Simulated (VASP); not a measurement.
CuCl (Nantokite):

```
Cu Cl
1.0
     0.00000    2.64977    2.64977
     2.64977    0.00000    2.64977
     2.64977    2.64977    0.00000
Cu Cl
1 1
Direct
  0.00000 0.00000 0.00000
  0.25000 0.25000 0.25000
```

Base run:

* Program: VASP 6.6.1
* Functional: PBE
* Potentials or basis: VASP PAW PBE potentials, release 64 (Cu, Cl)
* Cutoff: 520 eV
* k mesh: 6 × 6 × 6
* Occupations: gaussian, width 0.03 eV
* Spin: no spin polarisation

Its results: band gap on the k mesh 0.67 eV, direct; pressure 4.2 GPa.

Q: The run is repeated on the same cell with these changes: functional from PBE to HSE06. What comes out?

A: Band gap on the k mesh 2.44 eV, direct; pressure 4.4 GPa.

HSE06 gives the wider gap, since exact exchange removes part of the self-interaction.

Caveats: the PAW data sets were made with another functional, which shifts forces and pressure a little (some runs).
